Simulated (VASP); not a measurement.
Ti, 1 atom in the cell. The structure is cubic, space group Fm-3m (No. 225). Conventional cell: a = 4.060 Å, b = 4.060 Å, c = 4.060 Å, α = 90.00°, β = 90.00°, γ = 90.00°. Around Ti (site symmetry m-3m) lie 12 Ti at 2.87 Å. This isn't the form of Ti at room conditions, which is hcp.

```yaml
Program: VASP 6.6.1
Task: single point
Functional: PBE
Potentials_or_basis: VASP PAW PBE potentials, release 64 (Ti_sv)
Cutoff: 520 eV
k_mesh: 6 × 6 × 6
Occupations: gaussian, width 0.01 eV
Spin: no spin polarisation
Dipole_correction: no
Further_INCAR_settings: ALGO = Normal; EDIFF = 1e-06; NBANDS = 12
```

Potentials or basis: VASP PAW PBE potentials, release 64 (Ti_sv).

Launch:

```console
$ cat potpaw_PBE.64/Ti_sv/POTCAR > POTCAR
$ mpirun -np 1 vasp_std > vasp.out
```

Hardware: 1 thread of Intel(R) Xeon(R) Platinum 8259CL CPU @ 2.50GHz (Skylake/Cascade Lake), on a shared host.

Task: Estimate the wall time of this run.

Result: Wall time 3.8 s on 1 thread of Intel(R) Xeon(R) Platinum 8259CL CPU @ 2.50GHz (Skylake/Cascade Lake), on a shared host, peak memory 0.13 GiB. Counts: scf iterations 12, k points 16.
